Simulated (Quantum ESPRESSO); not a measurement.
**Nd under changes of volume**

One of the cells (35.761 Å³/atom); the others are scaled copies at fixed shape and fractional positions:

```
CELL_PARAMETERS angstrom
-2.07547 2.07547 2.07547
2.07547 -2.07547 2.07547
2.07547 2.07547 -2.07547
ATOMIC_POSITIONS crystal
Nd 0.00000 0.00000 0.00000
```

This isn't the form of Nd at room conditions, which is double hcp.

| Property | Result |
| --- | --- |
| Program | Quantum ESPRESSO 7.5 |
| Functional | rev-vdW-DF2 |
| Potentials or basis | SSSP 1.3 efficiency PBE |
| Cutoff | 748 eV |
| Density cutoff | 5987 eV |
| k mesh | 9 × 9 × 9 |
| Occupations | fermi-dirac, width 0.05 eV |
| Spin | collinear spin, ferromagnetic start |
| Starting moments | [3.0] μB |

```tsv
volume (Å³/atom)	energy over the lowest point (meV/atom)	pressure (GPa)	moment (μB per cell)
33.615	0.00	-1.2	4.10
34.331	165.16	-2.6	4.08
35.046	178.62	-2.9	4.08
35.761	193.54	-3.2	4.09
36.476	209.76	-3.5	4.09
37.191	227.09	-3.7	4.10
37.907	?	?	?
```

Question: What does the run at 37.907 Å³/atom give?

Answer: Energy over the lowest point 245.36 meV/atom; pressure -3.9 GPa; moment 4.11 μB per cell.

The energies don't lie on one smooth curve, so no fit is given. The run at 33.615 Å³/atom lies farthest off, from a change of basis, grid or state.

Energies are extrapolated to zero smearing.

Caveats: the potentials were made for another functional, which shifts forces and pressure; the magnetic or orbital state may not be the lowest.
